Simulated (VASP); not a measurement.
Data:

```
CELL_PARAMETERS angstrom
      2.69428     0.00000     0.00000
     -1.34714     2.33331     0.00000
      0.00000     0.00000     4.37602
ATOMIC_POSITIONS crystal
  Be 0.33063 0.66573 0.99355
  Be 0.67669 0.34640 0.50042
  O  0.32428 0.66119 0.37792
  O  0.66841 0.32669 0.88311
```

All values below come from LDA (Ceperley-Alder, Perdew-Zunger), VASP's LDA PAW potentials (set 64) (plane waves; VASP). Settings: 320 eV cut-off, 6×6×6 Γ-centred mesh, Gaussian smearing of 0.20 eV, potentials Be O.

At this cut-off the stress carries a Pulay error, which pulls relaxed volumes low.  Energy and stress use the plane-wave basis of the starting cell.

Task: The ions, cell shape and volume are relaxed. Give the cell that the relaxation ends in.

Result: 
```
CELL_PARAMETERS angstrom
      2.58757    -0.00026    -0.00004
     -1.29401     2.24142    -0.00008
     -0.00006    -0.00018     4.20229
ATOMIC_POSITIONS crystal
  Be 0.33337 0.66657 0.99997
  Be 0.66658 0.33334 0.50004
  O  0.33343 0.66687 0.37752
  O  0.66663 0.33321 0.87748
```
Space group P6_3mc (186), at a tolerance of 0.03 Å.

Task: How do energy and volume change from the first to the last step?

Result: The energy (σ→0) changes by -123.7 meV/atom and the volume by -11.4 %, in 14 ionic steps.

The structure comes from a computed database's BeO entry; how it stands against other phases isn't given here. In the starting cell atoms are displaced from their ideal sites. This run relaxes it. The k-mesh is coarse (spacing up to 0.47 per Å, 2π included), so the numbers may not be converged in it. The run is one of a series of settings (EDIFFG = -0.01, ENCUT = 320, GGA removed, IBRION = 2, ISIF = 3, NSW = 50, SIGMA = 0.2, KPOINTS 6×6×6 Γ-centred mesh, POTCAR Be O (LDA.64 set) against the base run), some of them coarse on purpose.
